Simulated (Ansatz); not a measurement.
InCuS2:
```xyz
8
Lattice="-2.7610 2.7610 5.5652 2.7610 -2.7610 5.5652 2.7610 2.7610 -5.5652" Properties=species:S:1:pos:R:3 pbc="T T T"
Cu     0.0000     0.0000     0.0000
Cu     0.0000     2.7610     2.7826
In     0.0000     0.0000     5.5652
In     2.7610     0.0000     2.7826
S      1.2240     1.3805     1.3913
S     -1.3805     1.5370     4.1739
S      1.5370     1.3805     6.9565
S      4.1414     1.2240    -1.3913
```

Relaxed with r²SCAN. Special points in fractions of this cell's reciprocal vectors: Γ (0.000, 0.000, 0.000); X (0.000, 0.000, 0.500); P (0.250, 0.250, 0.250); N (0.000, 0.500, 0.000); M (0.500, 0.500, -0.500); S (0.312, 0.688, -0.312); S0 (-0.312, 0.312, 0.312); R (-0.123, 0.123, 0.500); G (0.500, 0.500, -0.123).

Problem. List the band energies nearest the valence-band maximum at these points for plane-wave PAW r²SCAN (Ansatz code).

Solution. In eV from the valence-band maximum; about four levels below and three above (degenerate sets whole), none deeper than 8.9 eV; points with the same levels are listed once.

```csv
k,below,above
Γ,-1.40 -0.02 -0.02 0.00,0.36 2.26 2.55
X,-0.73 -0.73 -0.43 -0.43,1.57 1.57 3.89 3.89
P,-0.74 -0.74 -0.55 -0.55,1.79 1.79 3.71 3.71
N,-1.16 -1.15 -1.08 -0.89 -0.44,2.38 2.83 3.63
M,-1.07 -1.07 -0.78 -0.78,2.16 2.16 2.28 2.28
S,-1.23 -0.92 -0.67 -0.56,2.39 2.67 2.77
R,-0.76 -0.76 -0.58 -0.58,1.78 1.78 4.20 4.20
```

Space group I-42d (chalcopyrite). Symmetry was held in the r²SCAN relaxation. No spin polarisation was allowed. Scalar-relativistic: spin–orbit coupling is off unless named, which matters more the heavier the elements.

Potentials: the later of the program's two PAW sets.
